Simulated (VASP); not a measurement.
# CuCl (Nantokite) (F-43m) in VASP: further runs

The runs below take CuCl (Nantokite) through relaxation of cell and atoms, with PBE+D3(BJ), PBEsol.

Everything below comes from runs of VASP 6.6.1. Logs are shortened: lines on timing, memory, paths and dates and some standing lists are left out, and cuts for length are marked.

## Step 1: Starting point

The structure is cubic, space group F-43m (No. 216). Conventional cell: a = 5.341 Å, b = 5.341 Å, c = 5.341 Å, α = 90.00°, β = 90.00°, γ = 90.00°. Around Cu (site symmetry -43m) lie 4 Cl at 2.31 Å. Cl (site symmetry -43m) has 4 Cu at 2.31 Å as nearest neighbours.

## Step 2: Relaxation of cell and atoms, PBE+D3(BJ)

INCAR

```
SYSTEM = CuCl
PREC     = Accurate       ! precision mode
ENCUT    = 600            ! plane-wave cutoff, eV
EDIFF    = 1E-7           ! SCF threshold, eV
ISMEAR   = 0              ! smearing method
SIGMA    = 0.03           ! smearing width, eV
LREAL    = .False.        ! projectors in reciprocal space
LASPH    = .True.         ! aspherical terms in the spheres
NELM     = 80             ! most SCF steps
ALGO     = Normal         ! electronic algorithm
ISIF     = 3              ! what is computed and relaxed
LWAVE    = .False.        ! write WAVECAR
LCHARG   = .False.        ! write CHGCAR
GGA      = PE             ! functional
IVDW     = 12             ! dispersion correction
IBRION   = 2              ! ionic algorithm
NSW      = 90             ! ionic steps
EDIFFG   = -0.005         ! ionic threshold
```

KPOINTS

```
Automatic mesh
0
Gamma
  10 10 10
  0 0 0
```

POSCAR

```
CuCl                                    
1.0
   -0.0000000000      2.6702848029      2.6702848029
    2.6702848029      0.0000000000      2.6702848029
    2.6702848029      2.6702848029      0.0000000000
  Cu              Cl            
     1     1
Direct
     0.0000000000000000    0.0000000000000000    0.0000000000000000
     0.2500000000000000    0.2500000000000000    0.2500000000000000
```

Potentials or basis: VASP PAW PBE potentials, release 64 (Cu, Cl).

Command:

```bash
> cat potpaw_PBE.64/Cu/POTCAR potpaw_PBE.64/Cl/POTCAR > POTCAR
> mpirun -np 1 vasp_std > vasp.out
```

OUTCAR:

```text
SYSTEM = CuCl
   PREC = Accurate
   ENCUT = 600
   EDIFF = 1E-7
   ISMEAR = 0
   LREAL = .False.
   LASPH = .True.
   NELM = 80
   ISIF = 3
   GGA = PE
   IVDW = 12
   IBRION = 2
   NSW = 90
   EDIFFG = -0.005
 IVDW          = 12

 ion  position               nearest neighbor table
   1  0.000  0.000  0.000-   2 2.31   2 2.31   2 2.31   2 2.31
   2  0.250  0.250  0.250-   1 2.31   1 2.31   1 2.31   1 2.31

  LATTYP: Found a face centered cubic cell.
 ALAT       =     5.3405696058

  Lattice vectors:

 A1 = (   0.0000000000,   2.6702848029,   2.6702848029)
 A2 = (   2.6702848029,   0.0000000000,   2.6702848029)
 A3 = (   2.6702848029,   2.6702848029,   0.0000000000)

Analysis of symmetry for initial positions (statically):
=====================================================================
 Subroutine PRICEL returns:
 Original cell was already a primitive cell.

 Routine SETGRP: Setting up the symmetry group for a
 face centered cubic supercell.

 Subroutine GETGRP returns: Found 24 space group operations
 (whereof 24 operations were pure point group operations)
 out of a pool of 48 trial point group operations.

The static configuration has the point symmetry T_d .

Analysis of symmetry for dynamics (positions and initial velocities):
=====================================================================
 Subroutine PRICEL returns:
 Original cell was already a primitive cell.

 Routine SETGRP: Setting up the symmetry group for a
 face centered cubic supercell.

 Subroutine GETGRP returns: Found 24 space group operations
 (whereof 24 operations were pure point group operations)
 out of a pool of 48 trial point group operations.

The dynamic configuration has the point symmetry T_d .

 Subroutine INISYM returns: Found 24 space group operations
 (whereof 24 operations are pure point group operations),
 and found     1 'primitive' translations

----------------------------------------------------------------------------------------

                                     Primitive cell

  volume of cell :      38.0805

  direct lattice vectors                    reciprocal lattice vectors
     0.000000000  2.670284803  2.670284803    -0.187245944  0.187245944  0.187245944
     2.670284803  0.000000000  2.670284803     0.187245944 -0.187245944  0.187245944
     2.670284803  2.670284803  0.000000000     0.187245944  0.187245944 -0.187245944

  length of vectors
     3.776352984  3.776352984  3.776352984     0.324319489  0.324319489  0.324319489

  position of ions in fractional coordinates (direct lattice)
     0.000000000  0.000000000  0.000000000
     0.250000000  0.250000000  0.250000000

  ion indices of the primitive-cell ions
   primitive index   ion index
                 1           1
                 2           2

----------------------------------------------------------------------------------------

 KPOINTS: Automatic mesh

Automatic generation of k-mesh.
 Grid dimensions read from file:
 generate k-points for:   10   10   10

 Generating k-lattice:

  Cartesian coordinates                     Fractional coordinates (reciprocal lattice)
    -0.018724594  0.018724594  0.018724594     0.100000000  0.000000000  0.000000000
     0.018724594 -0.018724594  0.018724594     0.000000000  0.100000000  0.000000000
     0.018724594  0.018724594 -0.018724594     0.000000000  0.000000000  0.100000000

  Length of vectors
     0.032431949  0.032431949  0.032431949

[... 61 lines left out ...]
   POTIM  = 0.5000    time-step for ionic-motion
   TEBEG  =    0.0;   TEEND  =   0.0 temperature during run
   PSTRESS=    0.0 pullay stress
   NELECT =      18.0000    total number of electrons
   NUPDOWN=      -1.0000    fix difference up-down
   EMIN   =  10.00;   EMAX   =-10.00  energy-range for DOS
   EFERMI =   0.00;   METHOD = LEGACY
   ISMEAR =     0;   SIGMA  =   0.03  broadening in eV -4-tet -1-fermi 0-gaus
   EFERMI_NEDOS =   21; number of points for ismear=-14 and -15
   IALGO  =     38    algorithm
   IMIX   =      4    mixing-type and parameters
     AMIX     =   0.40;   BMIX     =  1.00
     AMIX_MAG =   1.60;   BMIX_MAG =  1.00
  volume/ion in A,a.u.               =      19.04       128.49
  Fermi-wavevector in a.u.,A,eV,Ry     =   1.275258  2.409888 22.126926  1.626283
  Thomas-Fermi vector in A             =   2.407980
   LORBIT       =      0    0 simple, 1 ext, 2 COOP (PROOUT), +10 PAW based schemes
   GGA     = PE    functional components
   LHFCALC =     F    Hartree Fock is set to
   AEXX    =    0.0000 exact exchange contribution
   IVDW    =    12    specifies the selected vdW correction
   LEPSILON=     F    determine dielectric tensor
   LRPA    =     F    only Hartree local field effects (RPA)
 conjugate gradient relaxation of ions
 non-spin polarized calculation
 Gauss-broadening in eV      SIGMA  =   0.03
  energy-cutoff  :      600.00
  volume of cell :       38.08
 maximum number of plane-waves:      1295
   NGX = 15   NGY = 15   NGZ = 15

--------------------------------------- Ionic step        1  -------------------------------------------

 number of electron      18.0000012 magnetization

 Free energy of the ion-electron system (eV)
  ---------------------------------------------------
  ext. energy  EPLUGINS =         0.00000000
  ---------------------------------------------------
  free energy    TOTEN  =        -6.32734208 eV

  energy without entropy =       -6.32734208  energy(sigma->0) =       -6.32734208

------------------------ aborting loop because EDIFF is reached ----------------------------------------

 Edisp (eV)   -0.58448

 E8    (eV) :    -0.2279

  FORCE on cell =-STRESS in cart. coord.  units (eV):
  Direction    XX          YY          ZZ          XY          YZ          ZX
  --------------------------------------------------------------------------------------
  -------------------------------------------------------------------------------------
  Total       0.01053     0.01053     0.01053     0.00000    -0.00000     0.00000
  in kB       0.44323     0.44323     0.44323     0.00000    -0.00000     0.00000
  external pressure =        0.44 kB  Pullay stress =        0.00 kB

 VOLUME and BASIS-vectors are now :
 -----------------------------------------------------------------------------
  energy-cutoff  :      600.00
  volume of cell :       38.08
      direct lattice vectors                 reciprocal lattice vectors
     0.000000000  2.670284803  2.670284803    -0.187245944  0.187245944  0.187245944
     2.670284803  0.000000000  2.670284803     0.187245944 -0.187245944  0.187245944
     2.670284803  2.670284803  0.000000000     0.187245944  0.187245944 -0.187245944

 POSITION                                       TOTAL-FORCE (eV/Angst)
 -----------------------------------------------------------------------------------
      0.00000      0.00000      0.00000        -0.000000     -0.000000     -0.000000
      1.33514      1.33514      1.33514         0.000000      0.000000      0.000000
 -----------------------------------------------------------------------------------
    total drift:                               -0.000002     -0.000002     -0.000001

  FREE ENERGIE OF THE ION-ELECTRON SYSTEM (eV)
  ---------------------------------------------------
  free  energy   TOTEN  =        -6.9118189633 eV

  energy  without entropy=       -6.9118189633  energy(sigma->0) =       -6.91181896

--------------------------------------- Ionic step        2  -------------------------------------------

 number of electron      18.0000012 magnetization

 Free energy of the ion-electron system (eV)
  ---------------------------------------------------
  ext. energy  EPLUGINS =         0.00000000
  ---------------------------------------------------
  free energy    TOTEN  =        -6.32783186 eV

  energy without entropy =       -6.32783186  energy(sigma->0) =       -6.32783186

 E-fermi :   4.4365     XC(G=0):  -9.6067

 val. band max:        4.2803637553   @ k =   0.0000   0.0000   0.0000
 cond. band min:       4.9009814749   @ k =   0.0000   0.0000   0.0000
 fundamental gap:      0.6206177197
 Fermi energy:         4.4365192681

 k-point     1 :       0.0000    0.0000    0.0000
  band No.  band energies     occupation
      1     -12.9635      2.00000
      2      -0.8328      2.00000
      3      -0.8328      2.00000
      4      -0.8328      2.00000
      5       2.6691      2.00000
      6       2.6691      2.00000
      7       4.2804      2.00000
      8       4.2804      2.00000
      9       4.2804      2.00000
     10       4.9010      0.00000
     11      11.0260      0.00000
     12      11.0260      0.00000
     13      11.0260      0.00000
[... 354 lines left out ...]
  band No.  band energies     occupation
      1     -12.4463      2.00000
      2      -2.2608      2.00000
      3      -1.0038      2.00000
      4      -0.9176      2.00000
      5       2.4546      2.00000
      6       2.8212      2.00000
      7       3.0640      2.00000
      8       3.3176      2.00000
      9       3.4007      2.00000
     10       7.9299      0.00000
     11       9.0375      0.00000
     12      12.1811      0.00000
     13      13.6286      0.00000

 [... further k-points ...]

------------------------ aborting loop because EDIFF is reached ----------------------------------------

 Edisp (eV)   -0.58399

 E8    (eV) :    -0.2277

  FORCE on cell =-STRESS in cart. coord.  units (eV):
  Direction    XX          YY          ZZ          XY          YZ          ZX
  --------------------------------------------------------------------------------------
  -------------------------------------------------------------------------------------
  Total      -0.00275    -0.00275    -0.00275     0.00000    -0.00000     0.00000
  in kB      -0.11549    -0.11549    -0.11549     0.00000    -0.00000     0.00000
  external pressure =       -0.12 kB  Pullay stress =        0.00 kB

 VOLUME and BASIS-vectors are now :
 -----------------------------------------------------------------------------
  energy-cutoff  :      600.00
  volume of cell :       38.11
      direct lattice vectors                 reciprocal lattice vectors
     0.000000000  2.670963346  2.670963346    -0.187198376  0.187198376  0.187198376
     2.670963346 -0.000000000  2.670963346     0.187198376 -0.187198376  0.187198376
     2.670963346  2.670963346  0.000000000     0.187198376  0.187198376 -0.187198376

 POSITION                                       TOTAL-FORCE (eV/Angst)
 -----------------------------------------------------------------------------------
      5.34193      5.34193      5.34193        -0.000000     -0.000000     -0.000000
      1.33548      1.33548      1.33548         0.000000      0.000000      0.000000
 -----------------------------------------------------------------------------------
    total drift:                               -0.000002     -0.000002     -0.000001

  FREE ENERGIE OF THE ION-ELECTRON SYSTEM (eV)
  ---------------------------------------------------
  free  energy   TOTEN  =        -6.9118213155 eV

  energy  without entropy=       -6.9118213155  energy(sigma->0) =       -6.91182132

 reached required accuracy - stopping structural energy minimisation
```

Run time: 56 s. Hardware: 1 thread of Intel Xeon Platinum 8259CL at 2.50GHz (Skylake/Cascade Lake), shared host; peak memory 0.19 GiB.

What came out:

* Free energy: -6.9118 eV
* Relaxed volume: 19.05 Å³/atom
* Relaxed cell: a = 3.777 Å, b = 3.777 Å, c = 3.777 Å, α = 60.00°, β = 60.00°, γ = 60.00°
* Space group after relaxing (to 0.05 Å): F-43m (No. 216)
* Energy gained by relaxing: 0.0 meV/atom
* Ionic steps: 2
* Pressure after relaxing: 0.0 GPa
* Band gap on the k mesh: 0.62 eV, direct
* Dispersion energy per atom: -0.292 eV

Final structure:
```
Cu Cl
1.0
     0.00000    2.67096    2.67096
     2.67096    0.00000    2.67096
     2.67096    2.67096    0.00000
Cu Cl
1 1
Direct
  0.00000 0.00000 0.00000
  0.25000 0.25000 0.25000
```

## Step 3: Relaxation of cell and atoms, PBEsol

This run uses another cell than the first one, of 19.75 Å³/atom, 1.037 times its volume.

INCAR

```
SYSTEM = CuCl
PREC = Accurate
ENCUT = 600
EDIFF = 1E-6
ISMEAR = 0
SIGMA = 0.03
LREAL = .FALSE.
LASPH = .TRUE.
NELM = 80
ALGO = Normal
ISIF = 3
LWAVE = .FALSE.
LCHARG = .FALSE.
GGA = PS
IBRION = 2
NSW = 90
EDIFFG = -0.01
KPAR = 4
```

KPOINTS

```
regular mesh
0
G
  10 10 10
  0 0 0
```

POSCAR

```
CuCl
1.0
    0.0000000000      2.7028500000      2.7028500000
    2.7028500000      0.0000000000      2.7028500000
    2.7028500000      2.7028500000      0.0000000000
Cu Cl
1 1
Direct
    0.0000000000      0.0000000000      0.0000000000
    0.2500000000      0.2500000000      0.2500000000
```

Potentials or basis: VASP PAW PBE potentials, release 64 (Cu, Cl).

Command:

```bash
> cat potpaw_PBE.64/Cu/POTCAR potpaw_PBE.64/Cl/POTCAR > POTCAR
> mpirun -np 4 vasp_std > vasp.out
```

Run time: 12 s. Hardware: 4 MPI ranks of Intel Xeon 6975P-C (Granite Rapids), shared host; peak memory 0.19 GiB.

It converged, with:

```yaml
Free_energy: -7.0622 eV
Relaxed_volume: 18.60 Å³/atom
Relaxed_cell: a = 3.747 Å, b = 3.747 Å, c = 3.747 Å, α = 60.00°, β = 60.00°, γ = 60.00°
Space_group_after_relaxing_to_0.05_Å: F-43m (No. 216)
Energy_gained_by_relaxing: 12.4 meV/atom
Ionic_steps: 3
Pressure_after_relaxing: 0.0 GPa
Band_gap_on_the_k_mesh: 0.55 eV, direct
```

The path:
| step | energy change (eV) | largest force (eV/Å) | pressure (GPa) | volume (Å³) |
| --- | --- | --- | --- | --- |
| 1 | 0.0000 | 0.0000 | -3.22 | 39.49 |
| 2 | -0.0247 | 0.0000 | -0.10 | 37.27 |
| 3 | -0.0247 | 0.0000 | -0.04 | 37.21 |

Final structure:
```xyz
2
Lattice="0.0000 2.6498 2.6498 2.6498 0.0000 2.6498 2.6498 2.6498 0.0000" Properties=species:S:1:pos:R:3 pbc="T T T"
Cu    0.0000    0.0000    0.0000
Cl    1.3249    1.3249    1.3249
```

Levels at points of the mesh, in eV from the valence-band top:
| k point | band 7 | band 8 | band 9 | band 10 | band 11 | band 12 |
| --- | --- | --- | --- | --- | --- | --- |
| (0.00, 0.00, 0.00) | 0.00 | 0.00 | 0.00 | 0.55 | 6.68 | 6.68 |
| (0.50, 0.00, 0.00) | -1.59 | -0.66 | -0.66 | 2.92 | 6.95 | 7.13 |
| (0.50, 0.50, 0.00) | -1.52 | -1.29 | -1.29 | 3.27 | 4.53 | 8.99 |

Caveat: the PAW data sets were made with another functional, which shifts forces and pressure a little. A hybrid or GW would open this gap; PBEsol tends to underestimate it.

## Step 4: Relaxation of cell and atoms, PBEsol

This run uses another cell than the first one, of 18.60 Å³/atom, 0.977 times its volume.

Edit INCAR of step 3 so:

```diff
@@ -3,3 +3,3 @@
 ENCUT = 600
-EDIFF = 1E-6
+EDIFF = 1E-7
 ISMEAR = 0
@@ -16,3 +16,3 @@
 NSW = 90
-EDIFFG = -0.01
+EDIFFG = -0.005
 KPAR = 4
```

KPOINTS is that of step 3.

POSCAR

```
CuCl                                    
1.0
    0.0000000000      2.6497729772      2.6497729772
    2.6497729772     -0.0000000000      2.6497729772
    2.6497729772      2.6497729772      0.0000000000
  Cu              Cl            
     1     1
Direct
     0.0000000000000000    0.0000000000000000    0.0000000000000000
     0.2500000000000000    0.2500000000000000    0.2500000000000000
```

Command:

```bash
> cat potpaw_PBE.64/Cu/POTCAR potpaw_PBE.64/Cl/POTCAR > POTCAR
> mpirun -np 4 vasp_std > vasp.out
```

It took 7.6 s on 4 MPI ranks of Intel Xeon 6975P-C (Granite Rapids), shared host; peak memory 0.17 GiB.

It converged, with:

* Free energy: -7.0618 eV
* Pressure after relaxing: 0.0 GPa
* Band gap on the k mesh: 0.55 eV, direct

Final structure:
```xyz
2
Lattice="0.0000 2.6498 2.6498 2.6498 0.0000 2.6498 2.6498 2.6498 0.0000" Properties=species:S:1:pos:R:3 pbc="T T T"
Cu    0.0000    0.0000    0.0000
Cl    1.3249    1.3249    1.3249
```

Levels at points of the mesh, in eV from the valence-band top:
```csv
k point,band 5,band 6,band 7,band 8,band 9,band 10,band 11,band 12,band 13
"(0.00, 0.00, 0.00)",-1.73,-1.73,0.00,0.00,0.00,0.55,6.68,6.68,6.68
"(0.50, 0.00, 0.00)",-1.65,-1.65,-1.59,-0.66,-0.66,2.92,6.95,7.13,7.13
"(0.50, 0.50, 0.00)",-1.90,-1.60,-1.52,-1.29,-1.29,3.27,4.53,8.99,11.34
```

Caveat: the relaxation stopped at its first step, so nothing moved; the PAW data sets were made with another functional, which shifts forces and pressure a little.
